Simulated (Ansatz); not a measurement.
# InSb3: the cost of one run

Computed with Ansatz 0.2.0 (DFT PBE, scalar-relativistic, plane waves, PAW, unless a step's input says otherwise).

**1. Starting point**

The structure is cubic, space group Fm-3m (No. 225). The conventional cell has a = 7.589 Å, b = 7.589 Å, c = 7.589 Å, α = 90.00°, β = 90.00°, γ = 90.00°. Around In (site symmetry m-3m) lie 8 Sb at 3.29 Å. Around Sb (site symmetry -43m) lie 4 In at 3.29 Å and 4 Sb at 3.29 Å. Sb (site symmetry m-3m) has 8 Sb at 3.29 Å as nearest neighbours.

As a file:

```cif
data_structure
_symmetry_space_group_name_H-M 'P 1'
_symmetry_Int_Tables_number 1
_cell_length_a 5.3663
_cell_length_b 5.3663
_cell_length_c 5.3663
_cell_angle_alpha 60.000
_cell_angle_beta 60.000
_cell_angle_gamma 60.000
_cell_volume 109.27
loop_
_atom_site_label
_atom_site_type_symbol
_atom_site_fract_x
_atom_site_fract_y
_atom_site_fract_z
_atom_site_occupancy
In1 In 0.00000 0.00000 0.00000 1
Sb1 Sb 0.25000 0.25000 0.25000 1
Sb2 Sb 0.75000 0.75000 0.75000 1
Sb3 Sb 0.50000 0.50000 0.50000 1
```

The structure comes from the Materials Project (structure only).

**2. A distortion that keeps the symmetry**

The change: strain xx, yy, zz, yz, xz, xy = +0.7, +0.7, +0.7, +0.0, +0.0, +0.0 %.

Contents of input.yaml:

```yaml
crystal:
  lattice:
    - [0.0, 3.8208133206, 3.8208133206]
    - [3.8208133206, 0.0, 3.8208133206]
    - [3.8208133206, 3.8208133206, 0.0]
  atoms:
    - { symbol: In, position: [0.0, 0.0, 0.0] }
    - { symbol: Sb, position: [0.25, 0.25, 0.25] }
    - { symbol: Sb, position: [0.75, 0.75, 0.75] }
    - { symbol: Sb, position: [0.5, 0.5, 0.5] }
basis:
  ecutwfc: 420
kpoints:
  mp_grid: { grid: [10, 10, 10] }
hamiltonian:
  xc: pbe
scf:
  occupations: { method: gaussian, width: 0.1 }
output:
  forces: true
  stress: true
  eigenvalues: true
  populations: true
```

What time and memory should one allow on 1 thread of an Arm CPU, shared host?

About 20 s, with a peak of 0.44 GiB.
